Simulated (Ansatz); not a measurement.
The system is TiO2.

```xyz
9
Lattice="5.5822 0.0000 0.0000 -2.7911 4.8343 0.0000 0.0000 0.0000 6.0825" Properties=species:S:1:pos:R:3 pbc="T T T"
Ti    2.6065    0.0000    2.0275
Ti   -1.3033    2.2573    4.0550
Ti    1.4878    2.5770    0.0000
O     0.8672    4.1161    0.7339
O     3.6583    0.7182    3.3210
O     0.3400    2.0253    4.7889
O     3.1311    2.8091    5.3485
O    -1.2072    3.5273    2.7614
O     1.5840    1.3071    1.2936
```

Measurements of this composition are mostly on another form, of space group No. 141.

| Property | Result |
| --- | --- |
| Program | Ansatz 0.2.0 |
| Task | relaxation of cell and atoms |
| Functional | r2SCAN |
| Dispersion | D3(BJ) |
| Potentials or basis | Ansatz PAW |
| Cutoff | 500 eV (not typed: the program's choice for these potentials) |
| k mesh | 6 × 6 × 5 |
| Occupations | fermi-dirac, width 0.05 eV |
| Spin | no spin polarisation |

At the start: volume 18.24 Å³/atom.

**Question.** Where does the relaxation end?

**Answer.** It ends after 8 steps and the volume is 16.70 Å³/atom (-8.4 %); space group P3_121 (No. 152, to 0.05 Å).

Step by step:
| step | energy change (eV) | largest force (eV/Å) | volume (Å³) |
| --- | --- | --- | --- |
| 1 | 0.0000 | 0.0784 | 164.14 |
| 2 | -0.0134 | 0.0139 | 161.98 |
| 3 | -0.0218 | 0.0662 | 159.27 |
| 4 | -0.0326 | 0.0896 | 155.54 |
| 5 | -0.0432 | 0.0335 | 152.13 |
| 6 | -0.0456 | 0.0234 | 150.61 |
| 7 | -0.0459 | 0.0010 | 150.33 |
| 8 | -0.0385 | 0.0019 | 150.33 |

Final structure:
```
CELL_PARAMETERS angstrom
5.42013 0.00000 0.00000
-2.71006 4.69397 0.00000
0.00000 0.00000 5.90879
ATOMIC_POSITIONS crystal
Ti 0.45332 0.00000 0.33333
Ti 0.00000 0.45332 0.66667
Ti 0.54668 0.54668 0.00000
O 0.58766 0.87918 0.10368
O 0.70849 0.12082 0.56299
O 0.29151 0.41234 0.77035
O 0.87918 0.58766 0.89632
O 0.12082 0.70849 0.43701
O 0.41234 0.29151 0.22965
```

Caveat: the plane-wave basis is chosen anew once the cell has moved, so the energies of steps on either side of that aren't comparable; the PAW data sets come from PBE, with cores solved anew for the run's functional, which leaves a small shift of forces and pressure; the dispersion damping was fitted for another functional or another form of the correction.
